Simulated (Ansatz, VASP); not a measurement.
# BN: VASP beside Ansatz

INCAR

```
ALGO = Normal
EDIFF = 1E-6
EDIFFG = -0.02
ENCUT = 520
GGA = PE
IBRION = 2
ISIF = 2
ISMEAR = -1
LASPH = T
LCHARG = F
LREAL = F
LWAVE = F
NELM = 60
NSW = 80
PREC = Accurate
SIGMA = 0.02
```

The input KPOINTS:

```
k-points
0
Gamma
  14 14 14
```

Contents of POSCAR:

```
BN
1.0
    0.0000000000      1.7953687620      1.7953687620
    1.7953687620      0.0000000000      1.7953687620
    1.7953687620      1.7953687620      0.0000000000
B N
1 1
Direct
    0.0000000000      0.0000000000      0.0000000000
    0.2500000000      0.2500000000      0.2500000000
```

Input for Ansatz:

```yaml
crystal:
  lattice:
    - [0.0, 1.795368762, 1.795368762]
    - [1.795368762, 0.0, 1.795368762]
    - [1.795368762, 1.795368762, 0.0]
  atoms:
    - { symbol: B, position: [0.0, 0.0, 0.0] }
    - { symbol: "N", position: [0.25, 0.25, 0.25] }
kpoints:
  mp_grid: { grid: [14, 14, 14] }
scf:
  occupations: { method: fermi_dirac, width: 0.02 }
hamiltonian:
  xc: pbe
  pseudopotentials: { kind: paw }
output:
  forces: true
  stress: true
  populations: true
  efg:
    quadrupole_moments_barn: { B: 0.04059, "N": 0.02044 }
    contact_densities: true
relax:
  f_tol: 0.02
  max_steps: 60
```

Change from the starting cell: volume scaled by 0.98, ions relaxed.

Alike in both runs: task relaxation of the atoms; functional PBE; k mesh 14 × 14 × 14; occupations fermi-dirac, width 0.02 eV; no spin polarisation.

```csv
,VASP,Ansatz
version,VASP 6.6.1,Ansatz 0.2.0
potentials or method,"VASP PAW PBE potentials, release 64 (B, N)","plane-wave PAW, scalar-relativistic"
plane-wave cutoff (eV),520,420
valence electrons in the cell,8,8
```

VASP gave:

| Item | Value |
| --- | --- |
| gap on the k mesh at the Fermi level, each at its own relaxed structure (eV) | 4.48 |

**Question.** Which values does Ansatz return?

**Answer.** gap on the k mesh at the Fermi level, each at its own relaxed structure (eV): 4.49.

Ansatz warned: «stress_scf_threshold_loose».

Caveats: the relaxation stopped at its first step, so nothing moved. A k mesh can miss the band edges.
